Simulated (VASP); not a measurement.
# Ga: intraband terms of a metal's spectrum

Ga, Cmce (no. 64), 4 atoms in the cell. PBE, independent-particle dielectric function; PAW potentials Ga_d (PBE set).

## Input

INCAR.step1:
```
PREC = Accurate
ENCUT = 330
ISMEAR = 1
SIGMA = 0.1
EDIFF = 1E-7
LASPH = True
KPAR = 4
LWAVE = False
LCHARG = True
LMAXMIX = 4
```

INCAR.step2:
```
PREC = Accurate
ENCUT = 330
ISMEAR = 0
SIGMA = 0.3
EDIFF = 1E-6
LASPH = True
KPAR = 4
LWAVE = True
LCHARG = False
LMAXMIX = 4
ICHARG = 11
NBANDS = 52
NEDOS = 3000
OMEGAMAX = 30
CSHIFT = 0.1
```

INCAR.step3, as INCAR.step2 but for:
```
- LWAVE = True
+ LWAVE = False
+ LOPTICS = True
+ ALGO = None
+ NELM = 1
+ ISTART = 1
```

INCAR.step4, as INCAR.step3 but for:
```
+ WPLASMAI = 0.03
```

INCAR.step5 to INCAR.step6 change the same tag again: WPLASMAI = 0.1, 0.3.

INCAR.step7, as INCAR.step6 but for:
```
- WPLASMAI = 0.3
+ RTIME = 40
```

INCAR.step8, as INCAR.step7 but for:
```
- RTIME = 40
+ RTIME = 1
```

INCAR.step9, as INCAR.step8 but for:
```
- RTIME = 1
+ LNABLA = True
```

INCAR.step10, as INCAR.step9 but for:
```
- ISMEAR = 0
- LNABLA = True
+ ISMEAR = -5
```

KPOINTS.step1:
```
k-points
0
Gamma
  7 7 6
```

KPOINTS.step2:
```
k-points
0
Gamma
  6 6 5
```

POSCAR:
```
Ga
1.0
    2.2615000000     -3.8305000000      0.0000000000
    2.2615000000      3.8305000000      0.0000000000
    0.0000000000      0.0000000000      4.5240000000
Ga
4
Direct
    0.3451000000      0.6549000000      0.4190000000
    0.1549000000      0.8451000000      0.9190000000
    0.6549000000      0.3451000000      0.5810000000
    0.8451000000      0.1549000000      0.0810000000
```

Commands (each step's output is kept before the next begins):
```
cat potpaw_PBE.64/Ga_d/POTCAR > POTCAR
cp INCAR.step1 INCAR
cp KPOINTS.step1 KPOINTS
mpirun -np 4 vasp_std > vasp.out
cp INCAR.step2 INCAR
cp KPOINTS.step2 KPOINTS
mpirun -np 4 vasp_std > vasp.out
cp INCAR.step3 INCAR
mpirun -np 4 vasp_std > vasp.out
cp INCAR.step4 INCAR
mpirun -np 4 vasp_std > vasp.out
cp INCAR.step5 INCAR
mpirun -np 4 vasp_std > vasp.out
cp INCAR.step6 INCAR
mpirun -np 4 vasp_std > vasp.out
cp INCAR.step7 INCAR
mpirun -np 4 vasp_std > vasp.out
cp INCAR.step8 INCAR
mpirun -np 4 vasp_std > vasp.out
cp INCAR.step9 INCAR
mpirun -np 4 vasp_std > vasp.out
cp INCAR.step10 INCAR
mpirun -np 4 vasp_std > vasp.out
```

## Result

- Direct gap on the mesh (eV): 0.03
- Gap on the mesh (eV): -0.59
- Bands: 52

One ground state, settings moved in the last step alone:

| Settings | Plasma frequency (eV) | Im ε at 0.5 eV | Im ε at 1 eV | Im ε at 2 eV | Im ε at 4 eV | Time (s) |
|---|---|---|---|---|---|---|
| interband part alone | 5.15 | 91.3 | 42.6 | 48.0 | 7.6 | 16 |
| Drude term, WPLASMAI 0.03 | 5.15 | 97.7 | 43.4 | 48.1 | 7.7 | 12 |
| Drude term, WPLASMAI 0.1 | 5.15 | 111.7 | 45.3 | 48.3 | 7.7 | 14 |
| Drude term, WPLASMAI 0.3 | 5.15 | 138.1 | 49.9 | 49.0 | 7.8 | 12 |
| relaxation time RTIME 40 fs | 5.15 | 94.8 | 43.1 | 48.1 | 7.6 | 14 |
| relaxation time RTIME 1 fs | 5.15 | 142.4 | 54.8 | 50.0 | 7.9 | 14 |
| transversal form (LNABLA) | 5.17 | 92.2 | 43.0 | 48.4 | 7.7 | 14 |
| tetrahedron method | – | – | – | – | – | no result |

VASP 6.6.1 took 150 s on 4 cores (AMD EPYC 7R43 (Zen 3)), a shared host.
